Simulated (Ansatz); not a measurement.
## Al2O3, space group P-3m1: cell relaxations under several functionals, step by step

With Ansatz 0.2.0 through its Python package.

At the Python prompt:
```pycon
>>> import ansatz as az
>>> import numpy as np
>>> def edges_and_angles(cell):
...     cell = np.asarray(cell)
...     a, b, c = np.linalg.norm(cell, axis=1)
...     cosines = cell[1] @ cell[2] / (b * c), cell[0] @ cell[2] / (a * c), cell[0] @ cell[1] / (a * b)
...     return (a, b, c, *np.degrees(np.arccos(cosines)))
...
>>> system = (
...     az.Lattice.from_parameters(3.017483, 3.017483, 7.574636, alpha=90, beta=90, gamma=120)
...     .space_group(164)
...     .atom('Al', [0.0, 0.0, 0.277951])
...     .atom('O', [1 / 3, 2 / 3, 0.199454])
...     .atom('O', [0.0, 0.0, 0.5])
... )
>>> calc = (
...     system.calculation()
...     .basis(450)
...     .kpoints(mesh=(12, 12, 4))
...     .occupations('fixed')
...     .relax(cell=True, force_tolerance=0.01)
... )
>>> levels = [('blyp', 'd3bj'), ('lda', 'none'), ('pbesol', 'd3bj')]
>>> print('level            a       b       c    alpha   beta  gamma  V/atom  steps')
level            a       b       c    alpha   beta  gamma  V/atom  steps
>>> for name, dispersion in levels:
...     seen = []
...     run = calc.functional(name, dispersion=dispersion).session().plan()
...     out = run.execute(on_event=lambda e: seen.append(e) if e['event'] == 'relax_step' else None)
...     cell = out.lattice.cell_ang
...     label = name if dispersion == 'none' else f'{name}+{dispersion}'
...     print('{:13s} {:7.4f} {:7.4f} {:7.4f} {:6.2f} {:6.2f} {:6.2f}'.format(label, *edges_and_angles(cell)), f'{abs(np.linalg.det(cell)) / len(out.lattice.sites):7.3f} {len(seen):5d}')
...
blyp+d3bj      2.9972  2.9972  7.2261  90.00  90.00 120.00  11.243     9
lda            2.9627  2.9627  7.3542  90.00  90.00 120.00  11.181     8
pbesol+d3bj    2.9756  2.9756  7.3145  90.00  90.00 120.00  11.217     9
```

From smallest to largest: LDA (11.18 Å³ an atom, -6.4 % against the start), PBEsol+D3BJ (11.22 Å³ an atom, -6.1 % against the start) and BLYP+D3BJ (11.24 Å³ an atom, -5.9 % against the start). The spread is 0.6 % in volume.

This cell is a computed structure, which may not be the phase found in nature. Run time: 61 s on 1 thread of Intel(R) Xeon(R) Processor @ 2.30GHz, with other jobs on the host, peak memory 0.58 GiB.
